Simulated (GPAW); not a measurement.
# CaSe (Fm-3m) in GPAW: further runs

The runs below take CaSe through single point, with HSE06, LDA.

Program: GPAW 26.7.0. These are calculated values, not measurements. Logs are shortened: lines on timing, memory, paths and dates and some standing lists are left out, and cuts for length are marked. The log counts tension as positive stress, the text compression.

**The experiment to reproduce.**

From a printed reference work, monograph, original work of 1988, for a bulk crystal of CaSe at 2 K: band gap 3.85 eV (indirect).

How close the calculation comes is told below.

**1. The crystal as given**

Symmetry: Fm-3m, No. 225, cubic system. The conventional cell has a = 5.912 Å, b = 5.912 Å, c = 5.912 Å, α = 90.00°, β = 90.00°, γ = 90.00°. Se (site symmetry m-3m) is surrounded by 6 Ca at 2.96 Å. Ca (site symmetry m-3m) is surrounded by 6 Se at 2.96 Å.

**2. Single point, HSE06**

Input file run.py:

```python
from ase import Atoms
from ase.dft.bandgap import bandgap
from ase.io import write
from ase.parallel import parprint
from gpaw import GPAW, PW

atoms = Atoms(['Se', 'Ca'],
              cell=[[0.0, 2.956, 2.956],
                    [2.956, 0.0, 2.956],
                    [2.956, 2.956, 0.0]],
              scaled_positions=[[0.5, 0.5, 0.5],
                                [0.0, 0.0, 0.0]],
              pbc=True)

calc = GPAW(mode=PW(450),
            xc='HSE06',
            kpts={'size': (6, 6, 6), 'gamma': True},
            occupations={'name': 'fermi-dirac', 'width': 0.05},
            nbands=13,
            convergence={'density': 1e-05, 'energy': 1e-05},
            maxiter=60,
            txt='gpaw.txt')
atoms.calc = calc
energy = atoms.get_potential_energy()
forces = atoms.get_forces()
calc.write('gs.gpw')
write('result.traj', atoms)
parprint(f'Energy: {energy:.6f} eV')
parprint('Forces (eV/A):')
parprint(forces.round(4))
parprint('Fermi level:', round(calc.get_fermi_level(), 4), 'eV')
parprint(f'Gap: {bandgap(calc)[0]:.4f} eV, direct: {bandgap(calc, direct=True)[0]:.4f} eV')
```

Potentials or basis: GPAW PAW data sets (gpaw-data 1.2.1), pw.

On the command line:

```bash
OMP_NUM_THREADS=1 mpirun -n 8 gpaw python run.py
```

gpaw.txt:

```text
__  _  _
 | _ |_)|_||  |
 |__||  | ||/\| - 26.7.0

Input parameters:
  mode=PW(ecut=450.00000000000006),
  convergence={'density': 1e-05, 'energy': 1e-05},
  kpts=MonkhorstPack(size=(6, 6, 6), gamma=True),
  maxiter=60,
  nbands=13,
  occupations=Occupations(name='fermi-dirac', width=0.05),
  xc=XC(name='HSE06')

Diagonalizing LCAO Hamiltonian
Converting LCAO to pw mode

                Se

       Ca

Atoms  # Å, Bohr magnetons
|   | symbol |        x |        y |        z |    initial magnetic moments |
|---|--------|----------|----------|----------|-----------------------------|
| 0 |     Se | 2.956000 | 2.956000 | 2.956000 | ( 0.0000,  0.0000,  0.0000) |
| 1 |     Ca | 0.000000 | 0.000000 | 0.000000 | ( 0.0000,  0.0000,  0.0000) |

Unit cell  # Å
| periodic |        x |        y |        z |  lengths |    angles |
|----------|----------|----------|----------|----------|-----------|
|      yes | 0.000000 | 2.956000 | 2.956000 | 4.180415 | 60.000000 |
|      yes | 2.956000 | 0.000000 | 2.956000 | 4.180415 | 60.000000 |
|      yes | 2.956000 | 2.956000 | 0.000000 | 4.180415 | 60.000000 |

Number of symmetries: 48
Symmetry operations  # r_c * U_cc + t_c -> r_c
|    | kind |            matrix            |
|----|------|------------------------------|
|  0 |  σ   |  1, 0, 0,  1, 0,-1,  1,-1, 0 |
|  1 |  C2  |  1, 0, 0,  1,-1, 0,  1, 0,-1 |
|  2 |  E   |  1, 0, 0,  0, 1, 0,  0, 0, 1 |
|  3 |  σ   |  1, 0, 0,  0, 0, 1,  0, 1, 0 |
|  4 |  C4  |  1, 0,-1,  1, 0, 0,  1,-1, 0 |
|  5 |  S6  |  1, 0,-1,  1,-1, 0,  1, 0, 0 |
|  6 |  σ   |  1, 0,-1,  0, 1,-1,  0, 0,-1 |
|  7 |  C3  |  1, 0,-1,  0, 0,-1,  0, 1,-1 |
|  8 |  S6  |  1,-1, 0,  1, 0, 0,  1, 0,-1 |
|  9 |  C4  |  1,-1, 0,  1, 0,-1,  1, 0, 0 |
| 10 |  C3  |  1,-1, 0,  0,-1, 1,  0,-1, 0 |
| 11 |  σ   |  1,-1, 0,  0,-1, 0,  0,-1, 1 |
| 12 |  σ   |  0, 1, 0,  1, 0, 0,  0, 0, 1 |
| 13 |  C4  |  0, 1, 0,  0, 1,-1, -1, 1, 0 |
| 14 |  C3  |  0, 1, 0,  0, 0, 1,  1, 0, 0 |
| 15 |  S6  |  0, 1, 0, -1, 1, 0,  0, 1,-1 |
| 16 |  C2  |  0, 1,-1,  1, 0,-1,  0, 0,-1 |
| 17 |  σ   |  0, 1,-1,  0, 1, 0, -1, 1, 0 |
| 18 |  S4  |  0, 1,-1,  0, 0,-1,  1, 0,-1 |
| 19 |  C4  |  0, 1,-1, -1, 1, 0,  0, 1, 0 |
| 20 |  C3  |  0, 0, 1,  1, 0, 0,  0, 1, 0 |
| 21 |  σ   |  0, 0, 1,  0, 1, 0,  1, 0, 0 |
| 22 |  S6  |  0, 0, 1,  0,-1, 1, -1, 0, 1 |
| 23 |  C4  |  0, 0, 1, -1, 0, 1,  0,-1, 1 |
| 24 |  S4  |  0, 0,-1,  1, 0,-1,  0, 1,-1 |
| 25 |  C3  |  0, 0,-1,  0, 1,-1,  1, 0,-1 |
| 26 |  C2  |  0, 0,-1,  0,-1, 0, -1, 0, 0 |
| 27 |  S6  |  0, 0,-1, -1, 0, 0,  0,-1, 0 |
| 28 |  S4  |  0,-1, 1,  1,-1, 0,  0,-1, 0 |
| 29 |  C4  |  0,-1, 1,  0, 0, 1, -1, 0, 1 |
| 30 |  C2  |  0,-1, 1,  0,-1, 0,  1,-1, 0 |
| 31 |  σ   |  0,-1, 1, -1, 0, 1,  0, 0, 1 |
| 32 |  C3  |  0,-1, 0,  1,-1, 0,  0,-1, 1 |
| 33 |  S6  |  0,-1, 0,  0, 0,-1, -1, 0, 0 |
| 34 |  S4  |  0,-1, 0,  0,-1, 1,  1,-1, 0 |
| 35 |  C2  |  0,-1, 0, -1, 0, 0,  0, 0,-1 |
| 36 |  C2  | -1, 1, 0,  0, 1, 0,  0, 1,-1 |
| 37 |  S6  | -1, 1, 0,  0, 1,-1,  0, 1, 0 |
| 38 |  S4  | -1, 1, 0, -1, 0, 1, -1, 0, 0 |
| 39 |  C3  | -1, 1, 0, -1, 0, 0, -1, 0, 1 |
| 40 |  S6  | -1, 0, 1,  0, 0, 1,  0,-1, 1 |
| 41 |  C2  | -1, 0, 1,  0,-1, 1,  0, 0, 1 |
| 42 |  C3  | -1, 0, 1, -1, 1, 0, -1, 0, 0 |
| 43 |  S4  | -1, 0, 1, -1, 0, 0, -1, 1, 0 |
| 44 |  C2  | -1, 0, 0,  0, 0,-1,  0,-1, 0 |
| 45 |  i   | -1, 0, 0,  0,-1, 0,  0, 0,-1 |
| 46 |  σ   | -1, 0, 0, -1, 1, 0, -1, 0, 1 |
| 47 |  C2  | -1, 0, 0, -1, 0, 1, -1, 1, 0 |

BZ-sampling:
  Number of BZ points: 216
  Number of IBZ points: 16

  Monkhorst-Pack size: [6, 6, 6]
  Monkhorst-Pack shift: [0.08333333333333333, 0.08333333333333333, 0.08333333333333333]

K-points  # in reciprocal-cell coordinates
|     |                                coordinates |     weight |
|-----|--------------------------------------------|------------|
|   0 | (  0.00000000,   0.00000000,   0.00000000) | 0.00462963 |
|   1 | (  0.16666667,   0.16666667,   0.00000000) | 0.02777778 |
|   2 | (  0.16666667,   0.16666667,   0.16666667) | 0.03703704 |
|   3 | (  0.33333333,   0.16666667,   0.16666667) | 0.05555556 |
|   4 | (  0.33333333,   0.33333333,  -0.33333333) | 0.05555556 |
|   5 | (  0.33333333,   0.33333333,   0.00000000) | 0.02777778 |
|   6 | (  0.33333333,   0.33333333,   0.16666667) | 0.11111111 |
|   7 | (  0.33333333,   0.33333333,   0.33333333) | 0.03703704 |
|   8 | (  0.50000000,   0.33333333,  -0.33333333) | 0.11111111 |
|   9 | (  0.50000000,   0.33333333,  -0.16666667) | 0.05555556 |
| ... |                                            |            |
|  15 | (  0.50000000,   0.50000000,   0.50000000) | 0.01851852 |

Plane wave coefficients: 1139
Cutoff: 450.00000000000006 eV

Spin-components: 1 (collinear spins)
Bands:           13
Projectors:      10
Spin-degeneracy: 2
Datatype:        complex128

Parallelization:
  kpt:    8
  domain: 1
  band:   1

Density:
  Valence electrons: 16.0
  Components: 1
  Grid points: [21 21 21]
  Charge: 0.0  # |e|

Potential:
  Grid points: [21 21 21]

species:
  Se:
    name:    Selenium
    Z:       34.0
    valence: 6
    core:    28
    charge:  0.0  # [|e|]
    compensation charges:
      type: gauss
      rc: 0.27  # [Å]
      lmax: 2
    cutoffs:
      filter: 1.77  # [Å]
      core: 2.67  # [Å]
    projectors
    | kind |    occ | energy [eV] | rcut [Å] |
    |------|--------|-------------|----------|
    |   4s |  2.000 |     -17.277 |    0.847 |
    |   4p |  4.000 |      -6.512 |    1.005 |
    |    s |        |       9.935 |    0.847 |
    |    p |        |      20.699 |    1.005 |
    |    d |        |       0.000 |    0.847 |

    Using partial waves for Se as LCAO basis

  Ca:
    name:    Calcium
    Z:       20.0
    valence: 10
    core:    10
    charge:  0.0  # [|e|]
    compensation charges:
      type: gauss
      rc: 0.37  # [Å]
      lmax: 2
    cutoffs:
      filter: 2.10  # [Å]
      core: 1.17  # [Å]
    projectors
    | kind |    occ | energy [eV] | rcut [Å] |
    |------|--------|-------------|----------|
    |   3s |  2.000 |     -47.086 |    1.175 |
    |   4s |  2.000 |      -3.766 |    1.175 |
    |   3p |  6.000 |     -28.008 |    1.154 |
    |    p |        |      -0.797 |    1.154 |
    |    d |        |       0.000 |    0.937 |

    Using partial waves for Ca as LCAO basis

Reference energy: -84614.401363  # eV

eigensolver:
  PPCG
  Converge bands: occupied
  niter=2

density mixing:
  MSR1-Mixer
  Pratt-step length: 0.05
  Maximum mixing coefficient: 0.75
  Old densities: 10
  SVD Regularization: 0.005
  Good broyden scale: 1.0
  Trust region scale: 1.0
  Backstep threshold: 4.0
  History deletion threshold: 6.0
  Fourier metric: weight=20.0, sigma=0.015

occupation numbers:
  Fermi-Dirac:
    width: 0.0500  # eV

poisson solver:
  ecut: 3600.0000000000005  # eV

xc functional:
  name: HYB_GGA_XC_HSE06 with 2 nearest neighbor stencil

convergence criteria:
- Maximum integral of absolute [dens]ity change: 1e-05 electrons / valence electron
- Maximum [total energy] change in last 3 cyles: 1e-05 eV / valence electron
- Maximum integral of absolute [eigenst]ate change: 4e-08 eV^2 / valence electron
maximum number of iterations: 60

IBZ(<points: 16, symmetries: 48>)
Occupied bands: 8
SCF iterations
|iter     | |      energy | eigst |  dens |
|---------|-|-------------|-------|-------|
|iter:   1| | -835.598033 | +0.20 |       |
|iter:   2| |  -28.479984 | -0.65 | -0.83 |
|iter:   3| |  -28.660761 | -1.84 | -1.15 |
|iter:   4| |  -28.623062 | -2.51 | -1.24 |
|iter:   5| |  -28.618588 | -2.60 | -1.39 |
|iter:   6| |  -28.630023 | -3.04 | -1.58 |
|iter:   7| |  -28.624790 | -3.37 | -1.82 |
|iter:   8| |  -28.624853 | -4.20 | -2.40 |
|iter:   9| |  -28.624841c| -5.30 | -2.56 |
|iter:  10| |  -28.624678 | -5.66 | -2.61 |
|iter:  11| |  -28.624547 | -5.46 | -2.71 |
|iter:  12| |  -28.624392 | -5.13 | -2.86 |
|iter:  13| |  -28.624396c| -5.58 | -3.43 |
|iter:  14| |  -28.624394c| -6.77 | -3.71 |
|iter:  15| |  -28.624394c| -7.04 | -4.19 |
|iter:  16| |  -28.624394c| -8.72c| -4.88 |
|iter:  17| |  -28.624394c| -8.77c| -5.11c|

Converged in 17 steps
Energy contributions relative to reference atoms: (reference = -84614.401363)

Energy contributions:
  Kinetic:           8.029653
  Coulomb:          -5.570805
  Zero:             -0.768135
  External:          0.000000
  Xc:              793.701985
  Entropy:          -0.000000
  Spinorbit:         0.000000
  Hybrid_Xc_Cc:      -771.997977
  Hybrid_Xc_Vc:       -13.115246
  Hybrid_Xc_Vv:       -38.903870
  ----------------------------
  Free energy:     -28.624394
  Extrapolated:    -28.624394

dipole moment: (-19.520175, -19.520175, -19.520175)  # |e|*Ang

Fermi level: 5.036
Eigenvalues  # (at kpt = [0.000, 0.000, 0.000])
| band index |      eig [eV] | occ [0-2] |
|------------|---------------|-----------|
|          0 |       -38.892 |     2.000 |
|          1 |       -18.425 |     2.000 |
|          2 |       -18.425 |     2.000 |
|          3 |       -18.425 |     2.000 |
|          4 |        -8.941 |     2.000 |
|          5 |         3.971 |     2.000 |
|          6 |         3.971 |     2.000 |
|          7 |         3.971 |     2.000 |
|          8 |         8.246 |     0.000 |
|          9 |         8.907 |     0.000 |
|         10 |         8.907 |     0.000 |
|         11 |         8.909 |     0.000 |
|         12 |         9.531 |     0.000 |

Gap: 3.004 eV
Transition (v -> c):
  (s=0, k=0, n=7, [0.00, 0.00, 0.00]) -> (s=0, k=12, n=8, [0.50, 0.50, 0.00])
Direct/indirect transitions are different
Direct gap: 4.046 eV
Transition at: (s=0, k=12, n=7, [0.50, 0.50, 0.00])

Forces  # eV/Ang
|        x |       y |        z |
|----------|---------|----------|
|  0.00000 | 0.00000 | -0.00000 |  # Se   0
| -0.00000 | 0.00000 |  0.00000 |  # Ca   1

# Writing to gs.gpw (mode='')
```

Run time: 42 min. Hardware: 8 MPI ranks of Intel Xeon Platinum 8259CL at 2.50GHz (Skylake/Cascade Lake), shared host; peak memory 0.22 GiB.

What came out:

| Item | Value |
| --- | --- |
| Free energy | -28.6244 eV |
| Band gap on the k mesh | 3.00 eV, indirect (least direct gap 4.05 eV) |

Caveat: the PAW data sets were made with another functional, which shifts forces and pressure a little.

(Part 1 of 2 ends here.)
